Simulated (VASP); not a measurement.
Runs of VASP 6.6.1 on La2O3. Symmetry: P-3m1, No. 164, trigonal system. Conventional cell: a = 3.940 Å, b = 3.940 Å, c = 6.189 Å, α = 90.00°, β = 90.00°, γ = 120.00°. La (site symmetry 3m) is surrounded by 4 O at 2.37 to 2.46 Å. O (site symmetry 3m) has 4 La at 2.37 to 2.46 Å as nearest neighbours. O (site symmetry -3m) is surrounded by 6 La at 2.74 Å. The cell is a database's computed one.

```csv
task,cell,k mesh,cutoff (eV),gap on the mesh (eV),pressure (GPa),relaxed volume (Å³/atom)
single point,"P-3m1, 16.64 Å³/atom",6 × 6 × 3,520,3.93,-0.3,-
relaxation of cell and atoms,relaxed,6 × 6 × 3,600,3.93,0.0,16.59
single point,"P-62m, 23.12 Å³/atom",4 × 4 × 6,520,1.64,-0.2,-
relaxation of cell and atoms,relaxed,4 × 4 × 6,600,(a),0.0,(b)
```

Alike in all rows: level PBE; potentials or basis VASP PAW PBE potentials, release 64 (La, O); no spin polarisation; smearing gaussian 0.01 eV.

Estimate the missing entries.

(a) 1.62; (b) 23.04.

Caveats: spin-orbit coupling is left out, which moves the levels of the heavy elements; an odd mesh through Γ misses points on the zone boundary, where band edges often lie (some runs).

A k mesh can miss the band edges, and the runs leave out spin-orbit coupling on La.
